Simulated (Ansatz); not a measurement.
Theory: DFT PBE, scalar-relativistic, plane waves, PAW in Ansatz. All cells share a 420 eV cutoff and Γ-centred k meshes spaced at most about 0.3 Å⁻¹ (about 0.25 or finer for metals, 2π included). No spin polarisation.

Temperature and zero-point effects are left out.

Problem. Order these relaxed structures of HgH3 by energy, lowest first, with the energy over the lowest of them.
1.

```xyz
4
Lattice="2.8395 0.0000 0.0000 -1.4197 2.4591 0.0000 0.0000 0.0000 6.1170" Properties=species:S:1:pos:R:3 pbc="T T T"
Hg    0.0000    0.0000    0.0000
H     2.0625    0.4486    3.0585
H     1.4197    1.5619    3.0585
H     0.7770    0.4486    3.0585
```

2.

```xyz
4
Lattice="5.3991 0.0000 0.0000 -2.6995 4.6757 0.0000 0.0000 0.0000 3.8328" Properties=species:S:1:pos:R:3 pbc="T T T"
Hg    0.0000    0.0000    0.0000
H     0.0000    0.0000    1.9164
H     2.6995    1.5586    1.5399
H     2.6995    1.5586    2.2929
```

Solution. 2 (0 meV/atom), 1 (491 meV/atom). Forms: cell 2 P-6m2; cell 1 P-6m2. Counting H atoms around Hg (those within 1.25 times the shortest such distance or 1.15 times the sum of covalent radii; a plus sign parts nearer from farther groups; the shortest distance is added where it is long for a bond): cell 2 has Hg 2; cell 1 has Hg 6+12 from 3.2 Å. Cell 2 holds H–H pairs as short as in free H₂ molecules (shortest 0.75 Å); in cell 1 the shortest H–H distance is 1.29 Å. Both come from invented guesses. The lowest form computed isn't among them: it has space group Pm-3m (No. 221), 46.0 Å³/atom and lies 185 meV/atom below the best shown. Even the lowest of the cells shown lies +0.22 eV/atom against the elements.

Weakly bound directions are ill-defined at this level, which has no dispersion term (P-6m2 at 24.2 Å³/atom, P-6m2 at 10.7 Å³/atom), and this can change margins and order among such cells. These runs have no spin–orbit coupling, which can matter for Hg. With hydrogen, zero-point motion can shift such differences by 10 meV/atom or more. Cells relaxed within their symmetry can be saddle points. Some structure types and database cells were kept out of the candidates from the start, so a known form may be missing.
